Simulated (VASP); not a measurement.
# Ag (Fm-3m) in VASP: settings compared, part 2 of 2

VASP 6.6.1.

**3. Single point, PBEsol**

This run uses another cell than the first one, of 16.62 Å³/atom, 1.036 times its volume.

Contents of INCAR:

```
ALGO = Normal ; EDIFF = 1E-7
ENCUT = 320 ; GGA = PS
ISIF = 2 ; ISMEAR = -1
LASPH = True ; LCHARG = False
LREAL = False ; LWAVE = False
NELM = 80 ; PREC = Accurate
SIGMA = 0.05
```

Contents of KPOINTS:

```
k-points
0
Gamma
  5 5 5
```

Contents of POSCAR:

```
Ag
1.0
    8.1020000000      0.0000000000      0.0000000000
    0.0000000000      8.1020000000      0.0000000000
    0.0000000000      0.0000000000      8.1020000000
Ag
32
Direct
    0.0000000000      0.0000000000      0.0000000000
    0.0000000000      0.0000000000      0.5000000000
    0.0000000000      0.5000000000      0.0000000000
    0.0000000000      0.5000000000      0.5000000000
    0.5000000000      0.0000000000      0.0000000000
    0.5000000000      0.0000000000      0.5000000000
    0.5000000000      0.5000000000      0.0000000000
    0.5000000000      0.5000000000      0.5000000000
    0.0000000000      0.2500000000      0.2500000000
    0.0000000000      0.2500000000      0.7500000000
    0.0000000000      0.7500000000      0.2500000000
    0.0000000000      0.7500000000      0.7500000000
    0.5000000000      0.2500000000      0.2500000000
    0.5000000000      0.2500000000      0.7500000000
    0.5000000000      0.7500000000      0.2500000000
    0.5000000000      0.7500000000      0.7500000000
    0.2500000000      0.0000000000      0.2500000000
    0.2500000000      0.0000000000      0.7500000000
    0.2500000000      0.5000000000      0.2500000000
    0.2500000000      0.5000000000      0.7500000000
    0.7500000000      0.0000000000      0.2500000000
    0.7500000000      0.0000000000      0.7500000000
    0.7500000000      0.5000000000      0.2500000000
    0.7500000000      0.5000000000      0.7500000000
    0.2500000000      0.2500000000      0.0000000000
    0.2500000000      0.2500000000      0.5000000000
    0.2500000000      0.7500000000      0.0000000000
    0.2500000000      0.7500000000      0.5000000000
    0.7500000000      0.2500000000      0.0000000000
    0.7500000000      0.2500000000      0.5000000000
    0.7500000000      0.7500000000      0.0000000000
    0.7500000000      0.7500000000      0.5000000000
```

Potentials or basis: VASP PAW PBE potentials, release 64 (Ag).

Launch:

```
$ cat potpaw_PBE.64/Ag/POTCAR > POTCAR
$ mpirun -np 1 vasp_std > vasp.out
```

OUTCAR:

```text
EDIFF = 1E-7
   ENCUT = 320
   GGA = PS
   ISIF = 2
   ISMEAR = -1
   LASPH = True
   LREAL = False
   NELM = 80
   PREC = Accurate

 ion  position               nearest neighbor table
   1  0.000  0.000  0.000-   9 2.86  10 2.86  11 2.86  12 2.86  17 2.86  18 2.86  21 2.86  22 2.86
                            25 2.86  27 2.86  29 2.86  31 2.86
   2  0.000  0.000  0.500-   9 2.86  10 2.86  11 2.86  12 2.86  17 2.86  18 2.86  21 2.86  22 2.86
                            26 2.86  28 2.86  30 2.86  32 2.86
   3  0.000  0.500  0.000-   9 2.86  10 2.86  11 2.86  12 2.86  19 2.86  20 2.86  23 2.86  24 2.86
                            25 2.86  27 2.86  29 2.86  31 2.86
   4  0.000  0.500  0.500-   9 2.86  10 2.86  11 2.86  12 2.86  19 2.86  20 2.86  23 2.86  24 2.86
                            26 2.86  28 2.86  30 2.86  32 2.86
   5  0.500  0.000  0.000-  13 2.86  14 2.86  15 2.86  16 2.86  17 2.86  18 2.86  21 2.86  22 2.86
                            25 2.86  27 2.86  29 2.86  31 2.86
   6  0.500  0.000  0.500-  13 2.86  14 2.86  15 2.86  16 2.86  17 2.86  18 2.86  21 2.86  22 2.86
                            26 2.86  28 2.86  30 2.86  32 2.86
   7  0.500  0.500  0.000-  13 2.86  14 2.86  15 2.86  16 2.86  19 2.86  20 2.86  23 2.86  24 2.86
                            25 2.86  27 2.86  29 2.86  31 2.86
   8  0.500  0.500  0.500-  13 2.86  14 2.86  15 2.86  16 2.86  19 2.86  20 2.86  23 2.86  24 2.86
                            26 2.86  28 2.86  30 2.86  32 2.86
   9  0.000  0.250  0.250-   1 2.86   2 2.86   3 2.86   4 2.86  17 2.86  19 2.86  21 2.86  23 2.86
[... 33 lines left out ...]
  26  0.250  0.250  0.500-   2 2.86   4 2.86   6 2.86   8 2.86   9 2.86  10 2.86  13 2.86  14 2.86
                            17 2.86  18 2.86  19 2.86  20 2.86
  27  0.250  0.750  0.000-   1 2.86   3 2.86   5 2.86   7 2.86  11 2.86  12 2.86  15 2.86  16 2.86
                            17 2.86  18 2.86  19 2.86  20 2.86
  28  0.250  0.750  0.500-   2 2.86   4 2.86   6 2.86   8 2.86  11 2.86  12 2.86  15 2.86  16 2.86
                            17 2.86  18 2.86  19 2.86  20 2.86
  29  0.750  0.250  0.000-   1 2.86   3 2.86   5 2.86   7 2.86   9 2.86  10 2.86  13 2.86  14 2.86
                            21 2.86  22 2.86  23 2.86  24 2.86
  30  0.750  0.250  0.500-   2 2.86   4 2.86   6 2.86   8 2.86   9 2.86  10 2.86  13 2.86  14 2.86
                            21 2.86  22 2.86  23 2.86  24 2.86
  31  0.750  0.750  0.000-   1 2.86   3 2.86   5 2.86   7 2.86  11 2.86  12 2.86  15 2.86  16 2.86
                            21 2.86  22 2.86  23 2.86  24 2.86
  32  0.750  0.750  0.500-   2 2.86   4 2.86   6 2.86   8 2.86  11 2.86  12 2.86  15 2.86  16 2.86
[... 179 lines left out ...]

 Free energy of the ion-electron system (eV)
  ---------------------------------------------------
  ext. energy  EPLUGINS =         0.00000000
  ---------------------------------------------------
  free energy    TOTEN  =      -106.15685945 eV

  energy without entropy =     -106.08545079  energy(sigma->0) =     -106.12115512

 E-fermi :   8.5809     XC(G=0): -12.5667

 val. band max:        8.5467501579   @ k =   0.4000   0.4000   0.0000
 cond. band min:       8.6365861555   @ k =   0.2000   0.2000   0.2000
 fundamental gap:      0.0898359975
 Fermi energy:         8.5808921437

 k-point     1 :       0.0000    0.0000    0.0000
  band No.  band energies     occupation
      1       0.5669      2.00000
      2       2.0013      2.00000
      3       2.0013      2.00000
      4       2.0013      2.00000
      5       2.0413      2.00000
      6       2.0413      2.00000
[... 1899 lines left out ...]
    187      10.4590      0.00000
    188      10.4590      0.00000
 [bands above 188 left out]

------------------------ aborting loop because EDIFF is reached ----------------------------------------

  FORCE on cell =-STRESS in cart. coord.  units (eV):
  Direction    XX          YY          ZZ          XY          YZ          ZX
  --------------------------------------------------------------------------------------
  -------------------------------------------------------------------------------------
  Total       -1.8094333     -1.8094333     -1.8094333     -0.0000000     -0.0000000      0.0000000
  in kB       -5.4510034     -5.4510034     -5.4510034     -0.0000000     -0.0000000      0.0000000
  external PRESSURE =      -5.4510034 kB  Pullay stress =       0.0000000 kB

 VOLUME and BASIS-vectors are now :
 -----------------------------------------------------------------------------
  energy-cutoff  :      320.00
  volume of cell :      531.83
      direct lattice vectors                 reciprocal lattice vectors
     8.102000000  0.000000000  0.000000000     0.123426314  0.000000000  0.000000000
     0.000000000  8.102000000  0.000000000     0.000000000  0.123426314  0.000000000
     0.000000000  0.000000000  8.102000000     0.000000000  0.000000000  0.123426314

 POSITION                                       TOTAL-FORCE (eV/Angst)
 -----------------------------------------------------------------------------------
      0.00000      0.00000      0.00000         0.000000      0.000000      0.000000
      0.00000      0.00000      4.05100         0.000000     -0.000000     -0.000000
      0.00000      4.05100      0.00000        -0.000000     -0.000000      0.000000
      0.00000      4.05100      4.05100         0.000000     -0.000000     -0.000000
      4.05100      0.00000      0.00000         0.000000     -0.000000     -0.000000
      4.05100      0.00000      4.05100        -0.000000      0.000000      0.000000
[... 24 lines left out ...]
      6.07650      6.07650      0.00000         0.000000      0.000000      0.000000
      6.07650      6.07650      4.05100        -0.000000      0.000000      0.000000
 -----------------------------------------------------------------------------------
    total drift:                                0.000000     -0.000000      0.000000

  FREE ENERGIE OF THE ION-ELECTRON SYSTEM (eV)
  ---------------------------------------------------
  free  energy   TOTEN  =      -106.1568594493 eV

  energy  without entropy=     -106.0854507887  energy(sigma->0) =     -106.12115512
```

stdout:

```text
POSCAR found type information on POSCAR Ag
 POSCAR found :  1 types and      32 ions
 scaLAPACK will be used
 -----------------------------------------------------------------------------
|                                                                             |
|                                                                             |
|     You have a (more or less) 'large supercell' and for larger cells it     |
|     might be more efficient to use real-space projection operators.         |
|     Therefore, try LREAL= Auto in the INCAR file.                           |
|     Mind: For very accurate calculation, you might also keep the            |
|     reciprocal projection scheme (i.e. LREAL=.FALSE.).                      |
|                                                                             |
 -----------------------------------------------------------------------------

 -----------------------------------------------------------------------------
|                                                                             |
|                                                                             |
|     You enforced a specific xc type in the INCAR file but a different       |
|     I HOPE YOU KNOW WHAT YOU ARE DOING!                                     |
|                                                                             |
 -----------------------------------------------------------------------------

 LDA part: xc-table for (Slater+PW92), standard interpolation
 POSCAR, INCAR and KPOINTS ok, starting setup
 FFT: planning ... GRIDC
 FFT: planning ... GRID_SOFT
 FFT: planning ... GRID
 WAVECAR not read
 entering main loop
```

Wall time 18 min (1 thread of Intel Xeon Platinum 8259CL at 2.50GHz (Skylake/Cascade Lake), shared host); peak memory 0.53 GiB.

Results:

```yaml
Free_energy: -106.1569 eV
Pressure: -0.5 GPa
Band_gap_on_the_k_mesh: none (metal or under the smearing width)
```

Caveat: the PAW data sets were made with another functional, which shifts forces and pressure a little.

**4. Single point, PBE**

This run uses another cell than the first one, of 17.83 Å³/atom, 1.111 times its volume.

Contents of INCAR:

```
PREC = Accurate
ENCUT = 320
EDIFF = 1E-6
ISMEAR = -1
SIGMA = 0.05
LREAL = F
LASPH = T
NELM = 60
ALGO = Normal
ISIF = 2
LWAVE = F
LCHARG = F
GGA = PE
```

Contents of KPOINTS:

```
Automatic mesh
0
Gamma
  5 5 5
```

Changes to POSCAR since step 3:

```diff
@@ -2,5 +2,5 @@
 1.0
-    8.1020000000      0.0000000000      0.0000000000
-    0.0000000000      8.1020000000      0.0000000000
-    0.0000000000      0.0000000000      8.1020000000
+    8.2940000000      0.0000000000      0.0000000000
+    0.0000000000      8.2940000000      0.0000000000
+    0.0000000000      0.0000000000      8.2940000000
 Ag
```

Launch:

```
$ cat potpaw_PBE.64/Ag/POTCAR > POTCAR
$ mpirun -np 1 vasp_std > vasp.out
```

It took 7.2 min on 1 thread of Intel Xeon Platinum 8559C (Emerald Rapids), shared host; peak memory 0.54 GiB.

The run converged. Its results:

```
Free energy            : -87.2245 eV
Pressure               : -0.6 GPa
Band gap on the k mesh : none (metal or under the smearing width)
```

Levels at points of the mesh, in eV from the Fermi level:
| k point | band 174 | band 175 | band 176 | band 177 | band 178 | band 179 |
| --- | --- | --- | --- | --- | --- | --- |
| (0.00, 0.00, 0.00) | -0.59 | -0.59 | -0.59 | -0.59 | -0.59 | -0.59 |

**5. Summary**

| level | potentials or basis | cell | further INCAR settings | gap on the mesh (eV) | pressure (GPa) |
| --- | --- | --- | --- | --- | --- |
| LDA | VASP PAW LDA potentials, release 64 (Ag) | Fm-3m, 16.05 Å³/atom | ALGO = Normal; EDIFF = 1e-07 | none | -0.8 |
| PBEsol | VASP PAW PBE potentials, release 64 (Ag) | Fm-3m, 16.62 Å³/atom | ALGO = Normal; EDIFF = 1e-07 | none | -0.5 |
| PBE | VASP PAW PBE potentials, release 64 (Ag) | Fm-3m, 17.83 Å³/atom | ALGO = Normal; EDIFF = 1e-06 | none | -0.6 |

Alike in all rows: task single point; no spin polarisation; k mesh 5 × 5 × 5; cutoff (eV) 320; smearing fermi-dirac 0.05 eV.

Caveats: the PAW data sets were made with another functional, which shifts forces and pressure a little (some runs).

Total energies depend on the potentials used, so only differences within one code and one set of settings carry meaning.
